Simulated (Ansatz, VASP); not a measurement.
# One calculation of K2S, two programs

INCAR

```
ALGO = Normal
EDIFF = 1E-7
ENCUT = 520
GGA = PE
ISIF = 2
ISMEAR = -1
LASPH = True
LCHARG = False
LREAL = False
LWAVE = False
NBANDS = 19
NELM = 100
PREC = Accurate
SIGMA = 0.05
```

Contents of KPOINTS:

```
k-points
0
Gamma
  6 6 6
```

Contents of POSCAR:

```
K2S
1.0
    0.0000000000      3.6312664021      3.6312664021
    3.6312664021      0.0000000000      3.6312664021
    3.6312664021      3.6312664021      0.0000000000
K S
2 1
Direct
    0.2500000000      0.2500000000      0.2500000000
    0.7500000000      0.7500000000      0.7500000000
    0.0000000000      0.0000000000      0.0000000000
```

File input.yaml:

```yaml
crystal:
  lattice:
    - [0.0, 3.6312664021, 3.6312664021]
    - [3.6312664021, 0.0, 3.6312664021]
    - [3.6312664021, 3.6312664021, 0.0]
  atoms:
    - { symbol: K, position: [0.25, 0.25, 0.25] }
    - { symbol: K, position: [0.75, 0.75, 0.75] }
    - { symbol: S, position: [0.0, 0.0, 0.0] }
hamiltonian:
  xc: pbe
  pseudopotentials: { kind: paw }
kpoints:
  mp_grid: { grid: [6, 6, 6] }
scf:
  occupations: { method: fermi_dirac, width: 0.05 }
output:
  forces: true
  stress: true
  eigenvalues: true
```

Change from the starting cell: volume scaled by 0.94.

Alike in both runs: task single point; functional PBE; k mesh 6 × 6 × 6; occupations fermi-dirac, width 0.05 eV; no spin polarisation.

```csv
,VASP,Ansatz
version,VASP 6.6.1,Ansatz 0.2.0
potentials or method,"VASP PAW PBE potentials, release 64 (K_sv, S)",Ansatz PAW
plane-wave cutoff (eV),520,420
valence electrons in the cell,24,24
```

Ansatz gave:

- gap on the k mesh at the Fermi level (eV): 2.53
- least direct gap on the mesh (eV): 2.79
- pressure (GPa): 1.8

Problem. Estimate VASP's values.

Solution. gap on the k mesh at the Fermi level (eV): 2.53; least direct gap on the mesh (eV): 2.78; pressure (GPa): 1.8.

A k mesh can miss the band edges.
